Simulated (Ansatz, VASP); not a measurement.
# Si: VASP beside Ansatz

```xyz
2
Lattice="0.0000 2.7219 2.7219 2.7219 0.0000 2.7219 2.7219 2.7219 0.0000" Properties=species:S:1:pos:R:3 pbc="T T T"
Si    2.7219    2.7219    2.7219
Si    4.0828    4.0828    4.0828
```

Alike in both runs: task band structure; functional PBEsol0; k mesh 4 × 4 × 4; occupations fermi-dirac, width 0.05 eV; no spin polarisation.

```csv
,VASP,Ansatz
version,VASP 6.6.1,Ansatz 0.2.0
potentials or method,"VASP PAW PBE potentials, release 64 (Si)",Ansatz PAW
plane-wave cutoff (eV),520,420
valence electrons in the cell,8,8
```

|  | VASP | Ansatz | Ansatz less VASP |
| --- | --- | --- | --- |
| gap on the k mesh at the Fermi level (eV) | 1.94 | 1.92 | -0.019 |
| least direct gap on the mesh (eV) | 4.01 | 4.00 | -0.014 |
| gap along the band path (eV) | 1.80 | 1.82 | +0.016 |
| pressure (GPa) | -1.3 | -1.0 | +0.32 |

Caveats: the k mesh is coarse (spacing up to 0.50 Å⁻¹), so the values aren't converged, least of all with exact exchange; the PAW data sets were made with another functional, which shifts forces and pressure a little (VASP); the mesh misses the band edges, which the band path finds closer together (VASP); the k mesh misses the band edges, so the gap on the mesh is wider than the one along the path (Ansatz); the PAW data sets come from PBE, with cores solved anew for the run's functional, which leaves a small shift of forces and pressure (Ansatz); the thresholds are loose for stress (Ansatz).
